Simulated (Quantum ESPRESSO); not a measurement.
# TaN (Fm-3m) in Quantum ESPRESSO: a series of runs, part 3 of 5

Quantum ESPRESSO 7.5.

### 4 Phonon dispersion, LDA

Input file pw.in:

```
&CONTROL
  calculation = 'scf'
  prefix = 'pwscf'
  outdir = './tmp'
  pseudo_dir = './pseudo'
  tprnfor = .true.
  tstress = .true.
  disk_io = 'low'
/
&SYSTEM
  ibrav = 0
  nat = 2
  ntyp = 2
  ecutwfc = 84
  nbnd = 15
  occupations = 'smearing'
  smearing = 'mv'
  degauss = 0.01469973
/
&ELECTRONS
  conv_thr = 4d-10
  electron_maxstep = 120
  mixing_beta = 0.5
/
ATOMIC_SPECIES
Ta   180.9479 Ta.upf
N     14.0070 N.upf
CELL_PARAMETERS angstrom
   0.0000000000    2.2113230000    2.2113230000
   2.2113230000    0.0000000000    2.2113230000
   2.2113230000    2.2113230000    0.0000000000
ATOMIC_POSITIONS crystal
Ta     0.5000000000    0.5000000000    0.5000000000
N      0.0000000000    0.0000000000    0.0000000000
K_POINTS automatic
8 8 8 0 0 0
```

Input file relax.in:

```
&CONTROL
  calculation = 'vc-relax'
  prefix = 'pwscf'
  outdir = './tmp'
  pseudo_dir = './pseudo'
  tprnfor = .true.
  tstress = .true.
  disk_io = 'low'
  nstep = 40
  forc_conv_thr = 0.0001
  etot_conv_thr = 1d-06
/
&SYSTEM
  ibrav = 0
  nat = 2
  ntyp = 2
  ecutwfc = 84
  nbnd = 15
  occupations = 'smearing'
  smearing = 'mv'
  degauss = 0.01469973
/
&ELECTRONS
  conv_thr = 4d-10
  electron_maxstep = 120
  mixing_beta = 0.5
/
&IONS
  ion_dynamics = 'bfgs'
/
&CELL
  cell_dynamics = 'bfgs'
  press = 0
  press_conv_thr = 0.2
/
ATOMIC_SPECIES
Ta   180.9479 Ta.upf
N     14.0070 N.upf
CELL_PARAMETERS angstrom
   0.0000000000    2.2113230000    2.2113230000
   2.2113230000    0.0000000000    2.2113230000
   2.2113230000    2.2113230000    0.0000000000
ATOMIC_POSITIONS crystal
Ta     0.5000000000    0.5000000000    0.5000000000
N      0.0000000000    0.0000000000    0.0000000000
K_POINTS automatic
8 8 8 0 0 0
```

Input file scf2.in:

```
&CONTROL
  calculation = 'scf'
  prefix = 'pwscf'
  outdir = './tmp'
  pseudo_dir = './pseudo'
  tprnfor = .true.
  tstress = .true.
  disk_io = 'low'
/
&SYSTEM
  ibrav = 0
  nat = 2
  ntyp = 2
  ecutwfc = 84
  nbnd = 15
  occupations = 'smearing'
  smearing = 'mv'
  degauss = 0.01469973
/
&ELECTRONS
  conv_thr = 1d-13
  electron_maxstep = 120
  mixing_beta = 0.5
  startingpot = 'file'
  startingwfc = 'file'
/
ATOMIC_SPECIES
Ta   180.9479 Ta.upf
N     14.0070 N.upf
CELL_PARAMETERS angstrom
   0.0000000000    2.1688935723    2.1688935723
   2.1688935723    0.0000000000    2.1688935723
   2.1688935723    2.1688935723    0.0000000000
ATOMIC_POSITIONS crystal
Ta     0.5000000000    0.5000000000    0.5000000000
N      0.0000000000    0.0000000000    0.0000000000
K_POINTS automatic
8 8 8 0 0 0
```

Input file ph.in:

```
phonon_bands of TaN
&INPUTPH
  prefix = 'pwscf'
  outdir = './tmp'
  tr2_ph = 1d-18
  fildyn = 'dyn'
  niter_ph = 90
  alpha_mix(1) = 0.4
  ldisp = .true.
  nq1 = 2
  nq2 = 2
  nq3 = 2
/
```

Input file q2r.in:

```
&INPUT
  fildyn = 'dyn'
  zasr = 'crystal'
  flfrc = 'fc'
/
```

Input file matdyn.in:

```
&INPUT
  asr = 'crystal'
  flfrc = 'fc'
  flfrq = 'freq'
  q_in_cryst_coord = .true.
  flvec = ' '
/
80
 0.0000000000  0.0000000000  0.0000000000
 0.0454545455  0.0000000000  0.0454545455
 0.0909090909  0.0000000000  0.0909090909
 0.1363636364  0.0000000000  0.1363636364
 0.1818181818  0.0000000000  0.1818181818
 0.2272727273  0.0000000000  0.2272727273
 0.2727272727  0.0000000000  0.2727272727
 0.3181818182  0.0000000000  0.3181818182
 0.3636363636  0.0000000000  0.3636363636
 0.4090909091  0.0000000000  0.4090909091
 0.4545454545  0.0000000000  0.4545454545
 0.5000000000  0.0000000000  0.5000000000
 0.5000000000  0.0500000000  0.5500000000
 0.5000000000  0.1000000000  0.6000000000
 0.5000000000  0.1500000000  0.6500000000
 0.5000000000  0.2000000000  0.7000000000
 0.5000000000  0.2500000000  0.7500000000
 0.4687500000  0.2812500000  0.7500000000
 0.4375000000  0.3125000000  0.7500000000
 0.4062500000  0.3437500000  0.7500000000
 0.3750000000  0.3750000000  0.7500000000
 0.3461538462  0.3461538462  0.6923076923
 0.3173076923  0.3173076923  0.6346153846
 0.2884615385  0.2884615385  0.5769230769
 0.2596153846  0.2596153846  0.5192307692
 0.2307692308  0.2307692308  0.4615384615
 0.2019230769  0.2019230769  0.4038461538
 0.1730769231  0.1730769231  0.3461538462
 0.1442307692  0.1442307692  0.2884615385
 0.1153846154  0.1153846154  0.2307692308
 0.0865384615  0.0865384615  0.1730769231
 0.0576923077  0.0576923077  0.1153846154
 0.0288461538  0.0288461538  0.0576923077
 0.0000000000  0.0000000000  0.0000000000
 0.0454545455  0.0454545455  0.0454545455
 0.0909090909  0.0909090909  0.0909090909
 0.1363636364  0.1363636364  0.1363636364
 0.1818181818  0.1818181818  0.1818181818
 0.2272727273  0.2272727273  0.2272727273
 0.2727272727  0.2727272727  0.2727272727
 0.3181818182  0.3181818182  0.3181818182
 0.3636363636  0.3636363636  0.3636363636
 0.4090909091  0.4090909091  0.4090909091
 0.4545454545  0.4545454545  0.4545454545
 0.5000000000  0.5000000000  0.5000000000
 0.5178571429  0.4642857143  0.5178571429
 0.5357142857  0.4285714286  0.5357142857
 0.5535714286  0.3928571429  0.5535714286
 0.5714285714  0.3571428571  0.5714285714
 0.5892857143  0.3214285714  0.5892857143
 0.6071428571  0.2857142857  0.6071428571
 0.6250000000  0.2500000000  0.6250000000
 0.5937500000  0.2500000000  0.6562500000
 0.5625000000  0.2500000000  0.6875000000
 0.5312500000  0.2500000000  0.7187500000
 0.5000000000  0.2500000000  0.7500000000
 0.5000000000  0.2750000000  0.7250000000
 0.5000000000  0.3000000000  0.7000000000
 0.5000000000  0.3250000000  0.6750000000
 0.5000000000  0.3500000000  0.6500000000
 0.5000000000  0.3750000000  0.6250000000
 0.5000000000  0.4000000000  0.6000000000
 0.5000000000  0.4250000000  0.5750000000
 0.5000000000  0.4500000000  0.5500000000
 0.5000000000  0.4750000000  0.5250000000
 0.5000000000  0.5000000000  0.5000000000
 0.4861111111  0.4861111111  0.5277777778
 0.4722222222  0.4722222222  0.5555555556
 0.4583333333  0.4583333333  0.5833333333
 0.4444444444  0.4444444444  0.6111111111
 0.4305555556  0.4305555556  0.6388888889
 0.4166666667  0.4166666667  0.6666666667
 0.4027777778  0.4027777778  0.6944444444
 0.3888888889  0.3888888889  0.7222222222
 0.3750000000  0.3750000000  0.7500000000
 0.6250000000  0.2500000000  0.6250000000
 0.5937500000  0.1875000000  0.5937500000
 0.5625000000  0.1250000000  0.5625000000
 0.5312500000  0.0625000000  0.5312500000
 0.5000000000  0.0000000000  0.5000000000
```

Input file matdyn_dos.in:

```
&INPUT
  asr = 'crystal'
  flfrc = 'fc'
  dos = .true.
  fldos = 'phdos'
  nk1 = 12
  nk2 = 12
  nk3 = 12
  deltaE = 1
  flvec = ' '
  flfrq = ' '
/
```

Input file matdyn_mesh.in:

```
&INPUT
  asr = 'crystal'
  flfrc = 'fc'
  flfrq = 'mesh'
  q_in_cryst_coord = .true.
  flvec = ' '
/
1000
 0.05000000  0.05000000  0.05000000
 0.05000000  0.05000000  0.15000000
 0.05000000  0.05000000  0.25000000
[... 997 further points of the even 10 x 10 x 10 mesh, shifted by half a step ...]
```

Potentials or basis: PseudoDojo 0.4.1 SR LDA standard.

Command:

```
$ OMP_NUM_THREADS=1 pw.x -in pw.in > pw.out
$ OMP_NUM_THREADS=1 pw.x -in relax.in > relax.out
$ OMP_NUM_THREADS=1 pw.x -in scf2.in > scf2.out
$ OMP_NUM_THREADS=1 ph.x -in ph.in > ph.out
$ OMP_NUM_THREADS=1 q2r.x -in q2r.in > q2r.out
$ OMP_NUM_THREADS=1 matdyn.x -in matdyn.in > matdyn.out
$ OMP_NUM_THREADS=1 matdyn.x -in matdyn_dos.in > matdyn_dos.out
$ OMP_NUM_THREADS=1 matdyn.x -in matdyn_mesh.in > matdyn_mesh.out
```

pw.out:

```text
This program is part of the open-source Quantum ESPRESSO suite
     for quantum simulation of materials; please cite
[... 9 lines left out ...]
     --------------------
     sticks:   dense  smooth     PW     G-vecs:    dense   smooth      PW
     Sum         805     805    253                15089    15089    2637

     Using Slab Decomposition

     bravais-lattice index     =            0
     lattice parameter (alat)  =       5.9097  a.u.
     unit-cell volume          =     145.9430 (a.u.)^3
     number of atoms/cell      =            2
     number of atomic types    =            2
     number of electrons       =        18.00
     number of Kohn-Sham states=           15
     kinetic-energy cutoff     =      84.0000  Ry
     charge density cutoff     =     336.0000  Ry
     scf convergence threshold =      4.0E-10
     mixing beta               =       0.5000
     number of iterations used =            8  plain     mixing
     Exchange-correlation= SLA  PW   NOGX NOGC
                           (   1   4   0   0   0   0   0)

     celldm(1)=   5.909708  celldm(2)=   0.000000  celldm(3)=   0.000000
     celldm(4)=   0.000000  celldm(5)=   0.000000  celldm(6)=   0.000000

     crystal axes: (cart. coord. in units of alat)
               a(1) = (   0.000000   0.707107   0.707107 )
               a(2) = (   0.707107   0.000000   0.707107 )
               a(3) = (   0.707107   0.707107   0.000000 )

     reciprocal axes: (cart. coord. in units 2 pi/alat)
               b(1) = ( -0.707107  0.707107  0.707107 )
               b(2) = (  0.707107 -0.707107  0.707107 )
               b(3) = (  0.707107  0.707107 -0.707107 )

     PseudoPot. # 1 for Ta read from file:
     Ta.upf
     Pseudo is Norm-conserving + core correction, Zval = 13.0
     Generated using ONCVPSP code by D. R. Hamann
     Using radial grid of 1432 points,  8 beta functions with:
                l(1) =   0
                l(2) =   0
                l(3) =   1
                l(4) =   1
                l(5) =   2
                l(6) =   2
                l(7) =   3
                l(8) =   3

     PseudoPot. # 2 for N  read from file:
     N.upf
     Pseudo is Norm-conserving + core correction, Zval =  5.0
     Generated using ONCVPSP code by D. R. Hamann
     Using radial grid of 1058 points,  4 beta functions with:
                l(1) =   0
                l(2) =   0
                l(3) =   1
                l(4) =   1

     atomic species   valence    mass     pseudopotential
     Ta               13.00   180.94790     Ta( 1.00)
     N                 5.00    14.00700     N ( 1.00)

     48 Sym. Ops., with inversion, found

   Cartesian axes

     site n.     atom                  positions (alat units)
         1        Ta     tau(   1) = (   0.7071068   0.7071068   0.7071068  )
         2        N      tau(   2) = (   0.0000000   0.0000000   0.0000000  )

     number of k points=    29  Marzari-Vanderbilt smearing, width (Ry)=  0.0147
                       cart. coord. in units 2pi/alat
        k(    1) = (   0.0000000   0.0000000   0.0000000), wk =   0.0039062
        k(    2) = (   0.0883883   0.0883883  -0.0883883), wk =   0.0312500
        k(    3) = (   0.1767767   0.1767767  -0.1767767), wk =   0.0312500
        k(    4) = (   0.2651650   0.2651650  -0.2651650), wk =   0.0312500
        k(    5) = (  -0.3535534  -0.3535534   0.3535534), wk =   0.0156250
        k(    6) = (   0.1767767   0.0000000   0.0000000), wk =   0.0234375
[... 21 lines left out ...]
        k(   28) = (  -0.7071068   0.1767767  -0.0000000), wk =   0.0468750
        k(   29) = (  -0.7071068   0.3535534   0.0000000), wk =   0.0234375

     Dense  grid:    15089 G-vectors     FFT dimensions: (  36,  36,  36)

     Initial potential from superposition of free atoms

     starting charge      17.9992, renormalised to      18.0000
     Starting wfcs are   14 randomized atomic wfcs +    1 random wfcs

     Self-consistent Calculation

     iteration #  1     ecut=    84.00 Ry     beta= 0.50
     Davidson diagonalization with overlap
     ethr =  1.00E-02,  avg # of iterations =  4.3

     total energy              =    -151.02987931 Ry
     estimated scf accuracy    <       0.48199931 Ry
[... 64 lines left out ...]
     iteration # 11     ecut=    84.00 Ry     beta= 0.50
     Davidson diagonalization with overlap
     ethr =  2.99E-11,  avg # of iterations =  2.0

     End of self-consistent calculation

          k = 0.0000 0.0000 0.0000 (  1917 PWs)   bands (ev):

   -48.7361 -14.9485 -14.9485 -14.9485   2.2913  17.0056  17.0056  17.0056
    18.7035  18.7035  18.7035  20.7930  20.7930  22.2864  30.0201

          k = 0.0884 0.0884-0.0884 (  1889 PWs)   bands (ev):
[... 16 lines left out ...]
   -48.6843 -15.7536 -15.0272 -15.0272   5.2864  10.5523  13.3141  13.3141
    22.6035  22.6035  22.6927  24.6067  28.0788  28.0788  32.0316

          k = 0.1768 0.0000 0.0000 (  1900 PWs)   bands (ev):

   -48.7261 -15.0658 -14.9884 -14.9884   2.7436  14.6612  16.3480  16.3480
    18.0307  20.1135  20.1135  21.0422  22.0368  24.5063  31.4496

          k = 0.2652 0.0884-0.0884 (  1910 PWs)   bands (ev):
[... 21 lines left out ...]
   -48.6991 -15.4624 -15.0958 -14.9883   4.0812  12.3557  13.9137  14.5569
    20.3622  20.3996  22.2349  23.4687  26.3492  26.7142  32.9850

          k = 0.0000-0.1768 0.1768 (  1907 PWs)   bands (ev):

   -48.7175 -15.2159 -15.0318 -14.9601   3.1766  14.0209  14.8564  15.5497
    19.3732  19.7614  20.7176  21.8176  24.3799  24.8444  32.5403

          k = 0.3536 0.0000 0.0000 (  1924 PWs)   bands (ev):

   -48.7017 -15.3236 -15.0843 -15.0843   3.5479  12.7844  15.9484  15.9484
    16.7682  21.6964  22.3512  22.3512  23.1045  28.1234  34.8282

          k = 0.4419 0.0884-0.0884 (  1904 PWs)   bands (ev):
[... 11 lines left out ...]
   -48.6747 -15.5794 -15.3128 -15.0845   4.6417  11.9082  13.8759  13.9404
    20.6837  22.2669  22.3806  25.0395  27.4947  29.5675  30.6551

          k = 0.0000-0.3536 0.3536 (  1915 PWs)   bands (ev):

   -48.6844 -15.5228 -15.2591 -15.0284   4.5536  11.7896  13.6640  14.2444
    21.1632  21.3842  22.4302  23.6148  27.9495  28.0594  31.7313

          k = 0.5303-0.0000 0.0000 (  1908 PWs)   bands (ev):

   -48.6774 -15.5504 -15.1792 -15.1792   3.6996  13.2720  15.7901  16.0550
    16.0550  22.4463  23.8782  23.8782  24.4724  28.7072  30.8105

          k =-0.0884-0.6187 0.6187 (  1891 PWs)   bands (ev):

   -48.6697 -15.5928 -15.2562 -15.1908   3.7808  13.8049  14.6330  15.6195
    17.0629  23.5750  23.8640  23.9532  25.3946  27.8786  30.0660

          k = 0.0000-0.5303 0.5303 (  1890 PWs)   bands (ev):

   -48.6687 -15.5197 -15.3996 -15.1519   4.1582  13.1976  14.0672  14.6827
    18.5872  23.1675  23.2542  25.2127  25.6428  28.8587  30.9268

          k =-0.7071 0.0000 0.0000 (  1868 PWs)   bands (ev):

   -48.6672 -15.6364 -15.2183 -15.2183   3.5599  14.2211  15.4373  16.1999
    16.1999  22.7944  24.2165  24.2165  25.1953  27.2958  29.5134

          k = 0.3536 0.1768 0.0000 (  1903 PWs)   bands (ev):

   -48.6966 -15.4208 -15.1358 -15.0318   3.9374  12.4759  14.5055  14.8873
    18.6138  21.9960  22.3403  22.8532  25.0168  28.0298  33.3990

          k =-0.2652-0.4419 0.6187 (  1899 PWs)   bands (ev):
[... 16 lines left out ...]
   -48.6697 -15.5291 -15.3496 -15.1780   4.2472  13.0291  14.0343  14.3654
    19.3002  22.0301  23.9142  24.8822  25.7934  29.5378  30.9658

          k = 0.0000-0.3536 0.5303 (  1887 PWs)   bands (ev):

   -48.6722 -15.5061 -15.3806 -15.1320   4.4517  12.4212  14.0056  14.0923
    20.7452  21.0412  23.4829  24.4463  26.8093  30.4514  30.9253

          k =-0.7071 0.1768-0.0000 (  1890 PWs)   bands (ev):

   -48.6672 -15.5766 -15.2811 -15.2294   3.8671  14.1319  14.5358  14.6458
    17.9382  23.1015  23.8892  24.2226  25.5272  28.2031  30.3655

          k =-0.7071 0.3536 0.0000 (  1888 PWs)   bands (ev):

   -48.6672 -15.4304 -15.4304 -15.2405   4.2146  13.4196  14.0972  14.0972
    20.5817  20.5817  24.2287  24.7263  25.1213  30.3465  32.4867

     the Fermi energy is    20.8254 ev

!    total energy              =    -151.21860859 Ry
     estimated scf accuracy    <          1.7E-11 Ry
     smearing contrib. (-TS)   =      -0.00019076 Ry
     internal energy E=F+TS    =    -151.21841783 Ry

     The total energy is F=E-TS. E is the sum of the following terms:
     one-electron contribution =      -7.54611395 Ry
     hartree contribution      =      15.26735782 Ry
     xc contribution           =     -35.56335870 Ry
     ewald contribution        =    -123.37630299 Ry

     convergence has been achieved in  11 iterations

     Forces acting on atoms (cartesian axes, Ry/au):

     atom    1 type  1   force =    -0.00000000   -0.00000000    0.00000000
     atom    2 type  2   force =    -0.00000000   -0.00000000    0.00000000

     Total force =     0.000000     Total SCF correction =     0.000000

     Computing stress (Cartesian axis) and pressure

          total   stress  (Ry/bohr**3)                   (kbar)     P=     -192.88
  -0.00131120  -0.00000000  -0.00000000         -192.88       -0.00       -0.00
  -0.00000000  -0.00131120  -0.00000000           -0.00     -192.88       -0.00
  -0.00000000  -0.00000000  -0.00131120           -0.00       -0.00     -192.88

=------------------------------------------------------------------------------=
   JOB DONE.
=------------------------------------------------------------------------------=
```

Wall time 16 min (1 thread of Arm Neoverse V2, shared host); peak memory 0.09 GiB.

What came out:

- Free energy: -2057.5113 eV
- Relaxed volume: 10.20 Å³/atom
- Relaxed cell: a = 3.067 Å, b = 3.067 Å, c = 3.067 Å, α = 60.00°, β = 60.00°, γ = 60.00°
- Space group after relaxing (to 0.05 Å): Fm-3m (No. 225)
- Pressure after relaxing: 0.0 GPa
- Band gap on the k mesh: none (metal or under the smearing width)
- Highest phonon frequency: 573 cm⁻¹
- Most unstable mode: 258i cm⁻¹

Step by step:
```tsv
step	energy change (eV)	largest force (eV/Å)	pressure (GPa)	volume (Å³)
1	0.0000	0.0000	-19.29	21.63
2	-0.0339	0.0000	17.30	19.57
3	-0.0770	0.0000	-1.56	20.49
4	-0.0774	0.0000	-0.11	20.41
5	-0.0774	0.0000	0.00	20.41
```

Final structure:
```
Ta N
1.0
     0.00000    2.16889    2.16889
     2.16889    0.00000    2.16889
     2.16889    2.16889    0.00000
Ta N
1 1
Cartesian
  2.1689 2.1689 2.1689
  0.0000 0.0000 0.0000
```

Phonon frequencies in cm⁻¹ (negative: imaginary):
```csv
q point,frequencies
"(0.000, 0.000, 0.000)",0 0 0 458 458 458
"(0.318, 0.000, 0.318)",-140 -63 -63 460 501 501
"(0.500, 0.150, 0.650)",-221 -123 76 481 488 494
"(0.346, 0.346, 0.692)",-188 -63 50 487 506 523
"(0.144, 0.144, 0.288)",-63 61 95 470 505 508
"(0.091, 0.091, 0.091)",15 39 39 460 467 467
"(0.409, 0.409, 0.409)",-69 80 80 491 564 564
"(0.589, 0.321, 0.589)",-168 -60 55 486 518 532
"(0.500, 0.275, 0.725)",-171 -171 105 491 499 503
"(0.500, 0.450, 0.550)",-81 54 77 493 565 567
"(0.431, 0.431, 0.639)",-134 -52 65 488 536 545
"(0.562, 0.125, 0.562)",-244 -73 -60 469 479 487
```

Phonon frequencies at the corners of the path (cm⁻¹, interpolated; i marks imaginary ones):
```
point                frequencies
    Γ          0 0 0 458 458 458
    X   258i 74i 74i 459 477 477
    W  173i 173i 106 495 498 498
    K    208i 68i 21 485 493 512
    L      76i 78 78 495 573 573
    U    208i 68i 21 485 493 512
```

Phonon states per cell in windows of 50 cm⁻¹ (negative: imaginary):
| from (cm⁻¹) | total | Ta | N |
| --- | --- | --- | --- |
| -300 | 0.00 | 0.00 | 0.00 |
| -250 | 0.10 | 0.08 | 0.02 |
| -200 | 0.24 | 0.21 | 0.03 |
| -150 | 0.46 | 0.43 | 0.03 |
| -100 | 0.70 | 0.67 | 0.03 |
| -50 | 0.32 | 0.30 | 0.01 |
| 0 | 0.31 | 0.30 | 0.01 |
| 50 | 0.86 | 0.85 | 0.01 |
| 100 | 0.00 | 0.00 | 0.00 |
| 150 | 0.00 | 0.00 | 0.00 |
| 200 | 0.00 | 0.00 | 0.00 |
| 250 | 0.00 | 0.00 | 0.00 |
| 300 | 0.00 | 0.00 | 0.00 |
| 350 | 0.00 | 0.00 | 0.00 |
| 400 | 0.00 | 0.00 | 0.00 |
| 450 | 1.32 | 0.08 | 1.24 |
| 500 | 1.53 | 0.07 | 1.46 |
| 550 | 0.16 | 0.00 | 0.15 |

Caveat: the mesh is thin for the phonons of a metal; some modes are imaginary; the q mesh is small, so phonon branches between its points and thermal values are rough. The run has no spin-orbit coupling, so splittings on Ta are missing.

(Continued in part 4 of 5.)
